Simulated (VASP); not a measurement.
# WSe2 (P6_3/mmc) in VASP: further runs

Aim: see how the results for WSe2 move with the level of theory and the settings. Levels: rev-vdW-DF2, PBE, LDA, r2SCAN. Tasks: phonons, band structure.

Program: VASP 6.6.1. These are calculated values, not measurements. Logs are shortened: lines on timing, memory, paths and dates and some standing lists are left out, and cuts for length are marked.

**Measured values to compare with.**

From “Time-resolved XUV ARPES with tunable 24–33 eV laser pulses at 30 meV resolution”, 2019, pmc:6684652, for a bulk crystal of WSe2: band gap 1.3 eV (indirect).

The runs below are set against these values where they give the same quantity.

## (1) The structure

Symmetry: P6_3/mmc, No. 194, hexagonal system. Conventional cell: a = 3.303 Å, b = 3.303 Å, c = 13.098 Å, α = 90.00°, β = 90.00°, γ = 120.00°. Around W (site symmetry -6m2) lie 6 Se at 2.55 Å. Around Se (site symmetry 3m) lie 3 W at 2.55 Å.

## (2) Phonons, rev-vdW-DF2

Contents of POSCAR:

```
WSe2
1.0
    3.3031370918      0.0000000000     -0.0000000000
   -1.6515685459      2.8606006338      0.0000000000
    0.0000000000      0.0000000000     13.0981887863
  W               Se
     2     4
Direct
     0.3333333332999970    0.6666666667000030    0.2500000000000000
     0.6666666667000030    0.3333333332999970    0.7500000000000000
     0.3333333332999970    0.6666666667000030    0.6211866033058675
     0.6666666667000030    0.3333333332999970    0.1211866033058676
     0.3333333332999970    0.6666666667000030    0.8788133966941325
     0.6666666667000030    0.3333333332999970    0.3788133966941324
```

Contents of INCAR.step1:

```
PREC = Accurate ; ENCUT = 600
EDIFF = 1E-8 ; ISMEAR = 0
SIGMA = 0.03 ; LREAL = F
LASPH = T ; NELM = 80
ALGO = Normal ; ISIF = 3
LWAVE = F ; LCHARG = F
GGA = MK ; LUSE_VDW = T
AGGAC = 0.0 ; PARAM1 = 0.1234
PARAM2 = 0.711357 ; ZAB_VDW = -1.8867
KPAR = 2 ; IBRION = 2
NSW = 40 ; EDIFFG = -0.002
```

Contents of INCAR.step2:

```
PREC = Accurate ; ENCUT = 600
EDIFF = 1E-8 ; ISMEAR = 0
SIGMA = 0.03 ; LREAL = F
LASPH = T ; NELM = 80
ALGO = Normal ; ISIF = 2
LWAVE = F ; LCHARG = F
GGA = MK ; LUSE_VDW = T
AGGAC = 0.0 ; PARAM1 = 0.1234
PARAM2 = 0.711357 ; ZAB_VDW = -1.8867
KPAR = 2 ; IBRION = 6
NFREE = 2 ; POTIM = 0.015
NSW = 1
```

Contents of KPOINTS:

```
regular mesh
0
Gamma
  9 9 2
```

Potentials or basis: VASP PAW PBE potentials, release 64 (W_sv, Se).

Started as:

```sh
$ cat potpaw_PBE.64/W_sv/POTCAR potpaw_PBE.64/Se/POTCAR > POTCAR
$ cp INCAR.step1 INCAR
$ mpirun -np 2 vasp_std > vasp.out
$ cp CONTCAR POSCAR
$ cp INCAR.step2 INCAR
$ mpirun -np 2 vasp_std > vasp.out
```

OUTCAR:

```text
PREC = Accurate
   ENCUT = 600
   EDIFF = 1E-8
   ISMEAR = 0
   LREAL = F
   LASPH = T
   NELM = 80
   ISIF = 2
   GGA = MK
   IBRION = 6
   NFREE = 2
   POTIM = 0.015
   NSW = 1

 ion  position               nearest neighbor table
   1  0.333  0.667  0.250-   4 2.55   6 2.55   4 2.55   6 2.55   4 2.55   6 2.55
   2  0.667  0.333  0.750-   3 2.55   5 2.55   3 2.55   5 2.55   3 2.55   5 2.55
   3  0.333  0.667  0.621-   2 2.55   2 2.55   2 2.55
   4  0.667  0.333  0.121-   1 2.55   1 2.55   1 2.55
   5  0.333  0.667  0.879-   2 2.55   2 2.55   2 2.55
   6  0.667  0.333  0.379-   1 2.55   1 2.55   1 2.55

  LATTYP: Found a hexagonal cell.
 ALAT       =     3.3027672804
 C/A-ratio  =     3.9661659097

  Lattice vectors:

 A1 = (   3.3027672804,   0.0000000000,   0.0000000000)
 A2 = (  -1.6513836402,   2.8602803678,   0.0000000000)
 A3 = (   0.0000000000,   0.0000000000,  13.0993229954)

Analysis of symmetry for initial positions (statically):
=====================================================================
 Subroutine PRICEL returns:
 Original cell was already a primitive cell.

 Routine SETGRP: Setting up the symmetry group for a
 hexagonal supercell.

 Subroutine GETGRP returns: Found 24 space group operations
 (whereof 12 operations were pure point group operations)
 out of a pool of 24 trial point group operations.

The static configuration has the point symmetry D_3d.
 The point group associated with its full space group is D_6h.

Analysis of symmetry for dynamics (positions and initial velocities):
=====================================================================
 Subroutine PRICEL returns:
 Original cell was already a primitive cell.

 Routine SETGRP: Setting up the symmetry group for a
 hexagonal supercell.

 Subroutine GETGRP returns: Found 24 space group operations
 (whereof 12 operations were pure point group operations)
 out of a pool of 24 trial point group operations.

The dynamic configuration has the point symmetry D_3d.
 The point group associated with its full space group is D_6h.

 Subroutine INISYM returns: Found 24 space group operations
 (whereof 12 operations are pure point group operations),
 and found     1 'primitive' translations

----------------------------------------------------------------------------------------

                                     Primitive cell

  volume of cell :     123.7472

  direct lattice vectors                    reciprocal lattice vectors
     3.302767280  0.000000000  0.000000000     0.302776404  0.174808038  0.000000000
    -1.651383640  2.860280368  0.000000000     0.000000000  0.349616077  0.000000000
     0.000000000  0.000000000 13.099322995     0.000000000  0.000000000  0.076339823

  length of vectors
     3.302767280  3.302767281 13.099322995     0.349616077  0.349616077  0.076339823

  position of ions in fractional coordinates (direct lattice)
     0.333333333  0.666666667  0.250000000
     0.666666667  0.333333333  0.750000000
     0.333333333  0.666666667  0.621196190
     0.666666667  0.333333333  0.121196190
     0.333333333  0.666666667  0.878803810
     0.666666667  0.333333333  0.378803810

  ion indices of the primitive-cell ions
   primitive index   ion index
                 1           1
                 2           2
                 3           3
                 4           4
                 5           5
                 6           6

----------------------------------------------------------------------------------------

 KPOINTS: regular mesh

Automatic generation of k-mesh.
 Grid dimensions read from file:
 generate k-points for:    9    9    2

 Generating k-lattice:

  Cartesian coordinates                     Fractional coordinates (reciprocal lattice)
     0.033641823  0.019423115  0.000000000     0.111111111 -0.000000000  0.000000000
     0.000000000  0.038846231  0.000000000     0.000000000  0.111111111  0.000000000
     0.000000000  0.000000000  0.038169912     0.000000000  0.000000000  0.500000000

  Length of vectors
     0.038846231  0.038846231  0.038169912

  Shift w.r.t. Gamma in fractional coordinates (k-lattice)
     0.000000000  0.000000000  0.000000000

 Subroutine IBZKPT returns following result:
 ===========================================

 Found     24 irreducible k-points:

 Following reciprocal coordinates:
            Coordinates               Weight
  0.000000  0.000000  0.000000      1.000000
  0.111111 -0.000000  0.000000      6.000000
  0.222222 -0.000000  0.000000      6.000000
  0.333333 -0.000000  0.000000      6.000000
  0.444444 -0.000000  0.000000      6.000000
  0.111111  0.111111  0.000000      6.000000
[... 16 lines left out ...]
  0.333333  0.222222  0.500000     12.000000
  0.333333  0.333333  0.500000      2.000000
   k-points           NKPTS =     24   k-points in BZ     NKDIM =     24   number of bands    NBANDS=     31
   number of dos      NEDOS =    301   number of ions     NIONS =      6
   total plane-waves  NPLWV =  84672
   dimension x,y,z NGX =    28 NGY =   28 NGZ =  108
   dimension x,y,z NGXF=    56 NGYF=   56 NGZF=  216
   ions per type =               2   4
   NGX,Y,Z   is equivalent  to a cutoff of  14.09, 14.09, 13.71 a.u.
   NGXF,Y,Z  is equivalent  to a cutoff of  28.19, 28.19, 27.41 a.u.
 SYSTEM =  unknown system
   PREC   = accura    normal or accurate (medium, high low for compatibility)
   ISTART =      0    job   : 0-new  1-cont  2-samecut
   ICHARG =      2    charge: 1-file 2-atom 10-const
   ISPIN  =      1    spin polarized calculation?
   LNONCOLLINEAR =      F non collinear calculations
   LSORBIT =      F    spin-orbit coupling
   LASPH  =      T    aspherical Exc in radial PAW
   ENCUT  =  600.0 eV  44.10 Ry    6.64 a.u.   6.60  6.60 26.16*2*pi/ulx,y,z
   NELM   =     80;   NELMIN=  2; NELMDL=  0     # of ELM steps
   EDIFF  = 0.1E-07   stopping-criterion for ELM
   LREAL  =      F    real-space projection
   EDIFFG = 0.1E-06   stopping-criterion for IOM
   NSW    =    109    number of steps for IOM
   IBRION =      6    ionic relax: 0-MD 1-quasi-New 2-CG
   NFREE  =      2    steps in history (QN), initial steepest desc. (CG)
   ISIF   =      2    stress and relaxation
   ISYM   =      2    0-nonsym 1-usesym 2-fastsym
   POTIM  = 0.0150    time-step for ionic-motion
   TEBEG  =    0.0;   TEEND  =   0.0 temperature during run
   PSTRESS=    0.0 pullay stress
   NELECT =      52.0000    total number of electrons
   NUPDOWN=      -1.0000    fix difference up-down
   EMIN   =  10.00;   EMAX   =-10.00  energy-range for DOS
   EFERMI =   0.00;   METHOD = LEGACY
   ISMEAR =     0;   SIGMA  =   0.03  broadening in eV -4-tet -1-fermi 0-gaus
   EFERMI_NEDOS =   21; number of points for ismear=-14 and -15
   IALGO  =     38    algorithm
   IMIX   =      4    mixing-type and parameters
     AMIX     =   0.40;   BMIX     =  1.00
     AMIX_MAG =   1.60;   BMIX_MAG =  1.00
  volume/ion in A,a.u.               =      20.62       139.18
  Fermi-wavevector in a.u.,A,eV,Ry     =   1.226208  2.317197 20.457529  1.503586
  Thomas-Fermi vector in A             =   2.361217
   LORBIT       =      0    0 simple, 1 ext, 2 COOP (PROOUT), +10 PAW based schemes
   GGA     = MK    functional components
   LHFCALC =     F    Hartree Fock is set to
   AEXX    =    0.0000 exact exchange contribution
   IVDW_NL    =     1    kernel type
   BPARAM     = 6.3000
   IVDW    =     0    specifies the selected vdW correction
   LEPSILON=     F    determine dielectric tensor
   LRPA    =     F    only Hartree local field effects (RPA)
 finite differences with symmetry
 non-spin polarized calculation
 Gauss-broadening in eV      SIGMA  =   0.03
  energy-cutoff  :      600.00
  volume of cell :      123.75
 maximum number of plane-waves:      4204
 NGX is ok and might be reduce to    28
   NGX = 13   NGY = 13   NGZ = 53

--------------------------------------- Ionic step        1  -------------------------------------------

 number of electron      52.0000000 magnetization

 Free energy of the ion-electron system (eV)
  ---------------------------------------------------
  ext. energy  EPLUGINS =         0.00000000
  ---------------------------------------------------
  free energy    TOTEN  =       -32.45013597 eV

  energy without entropy =      -32.45013597  energy(sigma->0) =      -32.45013597

------------------------ aborting loop because EDIFF is reached ----------------------------------------

  FORCE on cell =-STRESS in cart. coord.  units (eV):
  Direction    XX          YY          ZZ          XY          YZ          ZX
  --------------------------------------------------------------------------------------
  -------------------------------------------------------------------------------------
  Total        0.0027041      0.0027041      0.0061608      0.0000000      0.0000000      0.0000000
  in kB        0.0350107      0.0350107      0.0797645      0.0000000      0.0000000      0.0000000
  external PRESSURE =       0.0499286 kB  Pullay stress =       0.0000000 kB
[... 321 lines left out ...]
Total vdW correction in eV:      6.6492256

--------------------------------------- Ionic step        9  -------------------------------------------

 number of electron      52.0000000 magnetization

 Free energy of the ion-electron system (eV)
  ---------------------------------------------------
  ext. energy  EPLUGINS =         0.00000000
  ---------------------------------------------------
  free energy    TOTEN  =       -32.44836333 eV

  energy without entropy =      -32.44836333  energy(sigma->0) =      -32.44836333

 E-fermi :   6.1292     XC(G=0): -10.7487

 val. band max:        5.9132830833   @ k =   0.0000   0.0000   0.0000
 cond. band min:       6.9648183817   @ k =   0.2222   0.1111   0.0000
 fundamental gap:      1.0515352984
 Fermi energy:         6.1291571108

 k-point     1 :       0.0000    0.0000    0.0000
  band No.  band energies     occupation
      1     -68.4198      2.00000
      2     -68.4185      2.00000
      3     -32.6405      2.00000
      4     -32.6367      2.00000
      5     -32.5175      2.00000
      6     -32.5175      2.00000
[... 838 lines left out ...]
  FREE ENERGIE OF THE ION-ELECTRON SYSTEM (eV)
  ---------------------------------------------------
  free  energy   TOTEN  =       -32.4483633252 eV

  energy  without entropy=      -32.4483633252  energy(sigma->0) =      -32.44836333

Total vdW correction in eV:      6.6478788

 INTERNAL STRAIN TENSORS FROM DISPLACED ATOMS
 ============================================

 INTERNAL STRAIN TENSOR FOR ION    1 for displacements in x,y,z  (eV/Angst):
          X           Y           Z          XY          YZ          ZX
  --------------------------------------------------------------------------------
  x     0.00000     0.00000     0.00000    -6.89635     0.00000     0.00000
  y    -6.89635     6.89635     0.00000     0.00000     0.00000     0.00000
  z     0.00000     0.00000     0.00000     0.00000     0.00000     0.00000

 INTERNAL STRAIN TENSOR FOR ION    6 for displacements in x,y,z  (eV/Angst):
          X           Y           Z          XY          YZ          ZX
  --------------------------------------------------------------------------------
  x     0.00000     0.00000     0.00000     3.56857     0.00000   -13.40521
  y     3.56857    -3.56857     0.00000     0.00000   -13.40521     0.00000
  z   -10.26180   -10.26180   -27.11086    -0.00000     0.00000     0.00000

 Eigenvectors and eigenvalues of the dynamical matrix
 ----------------------------------------------------

   1 f  =    8.994924 THz    56.516775 2PiTHz  300.038373 cm-1    37.200000 meV
             X         Y         Z           dx          dy          dz
     -0.000000  1.906854  3.274831    -0.000000   -0.000000   -0.475564
      1.651384  0.953427  9.824492    -0.000000    0.000000    0.475564
     -0.000000  1.906854  8.137250     0.000000   -0.000000   -0.370026
      1.651384  0.953427  1.587588     0.000000    0.000000    0.370026
     -0.000000  1.906854 11.511735     0.000000   -0.000000   -0.370026
      1.651384  0.953427  4.962073     0.000000    0.000000    0.370026

   2 f  =    8.919752 THz    56.044455 2PiTHz  297.530902 cm-1    36.889114 meV
             X         Y         Z           dx          dy          dz
     -0.000000  1.906854  3.274831    -0.000000    0.000000    0.480665
      1.651384  0.953427  9.824492    -0.000000    0.000000    0.480665
     -0.000000  1.906854  8.137250     0.000000   -0.000000   -0.366716
      1.651384  0.953427  1.587588     0.000000   -0.000000   -0.366716
     -0.000000  1.906854 11.511735     0.000000   -0.000000   -0.366716
      1.651384  0.953427  4.962073     0.000000   -0.000000   -0.366716
[... 136 lines left out ...]
  18 f/i=    0.000384 THz     0.002415 2PiTHz    0.012819 cm-1     0.001589 meV
             X         Y         Z           dx          dy          dz
     -0.000000  1.906854  3.274831    -0.461168   -0.237315    0.000000
      1.651384  0.953427  9.824492    -0.461168   -0.237315    0.000000
     -0.000000  1.906854  8.137250    -0.302193   -0.155507    0.000000
      1.651384  0.953427  1.587588    -0.302193   -0.155507    0.000000
     -0.000000  1.906854 11.511735    -0.302193   -0.155507    0.000000
      1.651384  0.953427  4.962073    -0.302193   -0.155507    0.000000

 ELASTIC MODULI CONTR FROM IONIC RELAXATION (kBar)
 Direction    XX          YY          ZZ          XY          YZ          ZX
 --------------------------------------------------------------------------------
 XX        -386.5861   -239.1064   -826.5150     -0.0000     -0.0000      0.0000
 YY        -239.1064   -386.5861   -826.5150      0.0000     -0.0000     -0.0000
 ZZ        -826.5150   -826.5150  -2183.5874      0.0000     -0.0000      0.0000
 XY          -0.0000      0.0000      0.0000    -73.7398      0.0000     -0.0000
 YZ          -0.0000      0.0000     -0.0000      0.0000  -1110.7385     -0.0000
 ZX           0.0000     -0.0000      0.0000     -0.0000     -0.0000  -1110.7384
 --------------------------------------------------------------------------------
```

Run time: 31 min. Hardware: 2 MPI ranks of Intel Xeon 6975P-C (Granite Rapids), shared host; peak memory 0.94 GiB.

What came out:

| Property | Result |
| --- | --- |
| Highest phonon frequency at Γ, LO-TO splitting left out | 300 cm⁻¹ |

Phonon frequencies in cm⁻¹ (negative: imaginary):
| q point | frequencies |
| --- | --- |
| (0.000, 0.000, 0.000) | 0 0 0 22 22 38 168 168 170 170 238 238 239 239 241 245 298 300 |

Caveat: the PAW data sets were made with another functional, which shifts forces and pressure a little. Spin-orbit coupling is left out, which matters for the levels of W.

## (3) Band structure, PBE

This run uses another cell than the first one, of 19.88 Å³/atom, 0.964 times its volume.

Contents of INCAR:

```
ALGO = Normal ; EDIFF = 1E-6
ENCUT = 520 ; GGA = PE
ISIF = 2 ; ISMEAR = 0
KPAR = 4 ; LASPH = True
LCHARG = False ; LMAXMIX = 4
LREAL = False ; LWAVE = False
NBANDS = 35 ; NELM = 80
PREC = Accurate ; SIGMA = 0.03
```

Contents of KPOINTS:

```
k-points
0
Gamma
  9 9 2
```

Contents of POSCAR:

```
WSe2                                    
1.0
    3.2813445319      0.0000000000      0.0000000000
   -1.6406722659      2.8417277232      0.0000000000
    0.0000000000      0.0000000000     12.7916582910
  W               Se            
     2     4
Direct
     0.3333333332999970    0.6666666667000030    0.2500000000000000
     0.6666666667000030    0.3333333332999970    0.7500000000000000
     0.3333333332999970    0.6666666667000030    0.6181949413819581
     0.6666666667000030    0.3333333332999970    0.1181949413819581
     0.3333333332999970    0.6666666667000030    0.8818050586180419
     0.6666666667000030    0.3333333332999970    0.3818050586180419
```

Contents of KPOINTS_OPT:

```
explicit points
258
Reciprocal
 0.0000000000  0.0000000000  0.0000000000 1
 0.0263157895  0.0000000000  0.0000000000 1
 0.0526315789  0.0000000000  0.0000000000 1
 0.0789473684  0.0000000000  0.0000000000 1
 0.1052631579  0.0000000000  0.0000000000 1
 0.1315789474  0.0000000000  0.0000000000 1
[... 250 lines left out ...]
 0.5000000000  0.0000000000  0.0722483900 1
 0.5000000000  0.0000000000 -0.0722483900 1
```

Potentials or basis: VASP PAW PBE potentials, release 64 (W_sv, Se).

Started as:

```sh
$ cat potpaw_PBE.64/W_sv/POTCAR potpaw_PBE.64/Se/POTCAR > POTCAR
$ mpirun -np 4 vasp_std > vasp.out
```

It took 58 s on 4 MPI ranks of Intel Xeon 6975P-C (Granite Rapids), shared host; peak memory 0.32 GiB.

The run converged. Its results:

- Free energy: -43.0827 eV
- Pressure: 3.9 GPa
- Band gap on the k mesh: 0.99 eV, indirect (least direct gap 1.56 eV)
- Band gap along the path: 0.87 eV, indirect (least direct gap 1.56 eV)

Forces on the atoms (eV/Å):
```
W    0.000  0.000  0.000
W    0.000  0.000  0.000
Se   0.000  0.000  0.003
Se   0.000  0.000  0.003
Se   0.000  0.000 -0.003
Se   0.000  0.000 -0.003
```

Stress tensor (GPa, compression positive):
```
3.88 0.00 0.00
0.00 3.88 0.00
0.00 0.00 4.04
```

Levels at the corners of the path, in eV from the valence-band top:
```
point  band 22  band 23  band 24  band 25  band 26  band 27  band 28  band 29  band 30  band 31
    Γ    -1.45    -1.45    -1.19    -0.96     0.00     2.62     2.62     2.67     2.67     2.69
    M    -2.44    -1.49    -1.37    -1.30    -1.06     2.15     2.19     2.27     2.68     2.91
    M    -2.44    -1.49    -1.37    -1.30    -1.06     2.15     2.19     2.27     2.68     2.91
    K    -3.96    -2.55    -2.55    -0.49    -0.19     1.37     1.37     1.74     3.01     3.01
    K    -3.96    -2.55    -2.55    -0.49    -0.19     1.37     1.37     1.74     3.01     3.01
    Γ    -1.45    -1.45    -1.19    -0.96     0.00     2.62     2.62     2.67     2.67     2.69
    Γ    -1.45    -1.45    -1.19    -0.96     0.00     2.62     2.62     2.67     2.67     2.69
    A    -1.49    -1.49    -1.49    -0.20    -0.20     2.62     2.62     2.62     2.62     2.83
    A    -1.49    -1.49    -1.49    -0.20    -0.20     2.62     2.62     2.62     2.62     2.83
    L    -2.62    -1.37    -1.37    -1.22    -1.22     2.17     2.17     2.51     2.51     3.34
    L    -2.62    -1.37    -1.37    -1.22    -1.22     2.17     2.17     2.51     2.51     3.34
    H    -3.40    -2.79    -2.79    -0.36    -0.36     1.37     1.37     2.34     2.34     3.16
    H    -3.40    -2.79    -2.79    -0.36    -0.36     1.37     1.37     2.34     2.34     3.16
    A    -1.49    -1.49    -1.49    -0.20    -0.20     2.62     2.62     2.62     2.62     2.83
    L    -2.62    -1.37    -1.37    -1.22    -1.22     2.17     2.17     2.51     2.51     3.34
    M    -2.44    -1.49    -1.37    -1.30    -1.06     2.15     2.19     2.27     2.68     2.91
    K    -3.96    -2.55    -2.55    -0.49    -0.19     1.37     1.37     1.74     3.01     3.01
    H    -3.40    -2.79    -2.79    -0.36    -0.36     1.37     1.37     2.34     2.34     3.16
```

Caveat: spin-orbit coupling is left out, which moves the levels of the heavy elements; the mesh misses the band edges, which the band path finds closer together; this functional lacks dispersion, which binds the layers, so the pressure and a relaxed spacing across them are unreliable.

[end of part 1 of 2]
